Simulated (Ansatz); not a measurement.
Crystal: Na.

```
Na
1.0
    -1.88829    1.88829    2.63728
     1.88829   -1.88829    2.63728
     1.88829    1.88829   -2.63728
Na
1
Cartesian
  0.0000 0.0000 0.0000
```

This isn't the form of Na at room conditions, which is bcc.

- Program: Ansatz 0.2.0
- Task: single point
- Functional: PBE
- Potentials or basis: Ansatz PAW
- Cutoff: 420 eV (not typed: the program's choice for these potentials)
- k mesh: 10 × 10 × 10
- Occupations: fermi-dirac, width 0.05 eV
- Spin: no spin polarisation

On this cell: pressure -0.1 GPa; band gap on the k mesh none (metal or under the smearing width).

The same run follows on a disturbed copy (cell strained at random at fixed volume):

```
Na
1.0
    -1.90826    1.94837    2.62269
     1.85560   -1.92535    2.56851
     1.89689    1.91399   -2.60621
Na
1
Direct
  0.99802 0.99502 0.98298
```

Question: What changes?

Answer: The energy (extrapolated to zero smearing) moves by -0.0 meV/atom; pressure -0.1 GPa; band gap on the k mesh none (metal or under the smearing width).

Stress tensor (GPa, compression positive):
```
 0.06  0.01  0.07
 0.01 -0.27 -0.06
 0.07 -0.06 -0.12
```
